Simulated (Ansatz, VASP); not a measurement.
## Two plane-wave programs on KBr

```
CELL_PARAMETERS angstrom
4.04350 0.00000 0.00000
0.00000 4.04350 0.00000
0.00000 0.00000 4.04350
ATOMIC_POSITIONS crystal
K 0.06183 0.00000 0.00000
Br 0.50000 0.50000 0.50000
```

Change from the starting cell: all K atoms moved -0.250 Å, as atom 1 towards its neighbour atom 1 (K) at 4.043 Å.

Alike in both runs: task single point; functional PBE; k mesh 6 × 6 × 6; occupations gaussian, width 0.05 eV; no spin polarisation.

|  | VASP | Ansatz |
| --- | --- | --- |
| version | VASP 6.6.1 | Ansatz 0.2.0 |
| potentials or method | VASP PAW PBE potentials, release 64 (K_sv, Br) | scalar-relativistic, plane waves, PAW |
| plane-wave cutoff (eV) | 520 | 420 |
| valence electrons in the cell | 16 | 16 |

|  | VASP | Ansatz | Ansatz less VASP |
| --- | --- | --- | --- |
| gap on the k mesh at the Fermi level (eV) | 3.88 | 3.88 | +0.001 |
| least direct gap on the mesh (eV) | 4.14 | 4.14 | 0.000 |
| pressure (GPa) | 0.3 | 0.2 | -0.03 |
| rms of the force components (eV/Å) | 0.082 | 0.080 | -0.0016 |

Atom by atom the forces differ by 0.002 eV/Å (rms over components).

A k mesh can miss the band edges.
